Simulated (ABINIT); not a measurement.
Runs of ABINIT 10.8.3 (patched build) on Os. Symmetry: P6_3/mmc, No. 194, hexagonal system. Conventional cell: a = 2.734 Å, b = 2.734 Å, c = 4.320 Å, α = 90.00°, β = 90.00°, γ = 120.00°. Os (site symmetry -6m2) has 12 Os at 2.68 to 2.73 Å as nearest neighbours. 

| potentials or basis | cutoff (eV) | fine-grid cutoff | gap on the mesh (eV) | pressure (GPa) |
| --- | --- | --- | --- | --- |
| JTH PAW PBE v2.0 | 490 | 979.61 eV | none | 2.4 |
| PseudoDojo NC SR PBE v0.4.1 standard | 1197 | - | none | -2.2 |
| Ansatz NC r2SCAN | 1306 | - | none | 1.3 |
| SG15 NC PBE v1.2 | 980 | - | none | (a) |
| Ansatz PAW PBE default generated set, frozen core | 490 | 979.61 eV | none | (b) |

Alike in all rows: task single point; level r2SCAN; no spin polarisation; cell as given; k mesh 11 × 11 × 6; smearing fermi-dirac 0.05 eV.

Question: Estimate the missing entries.

Answer: (a) 1.4; (b) 0.8.

Caveats: the PAW data sets were made with another functional, which shifts forces and pressure a little (some runs); the potentials were made for another functional, which shifts forces and pressure (some runs); a meta-GGA on potentials with a model core is unreliable (some runs); the atomic spheres overlap (some runs).

A k mesh can miss the band edges, and the runs leave out spin-orbit coupling on Os.

A gap of «none» marks a metal or a gap under the smearing width.

The runs don't all hold the same shells in valence.
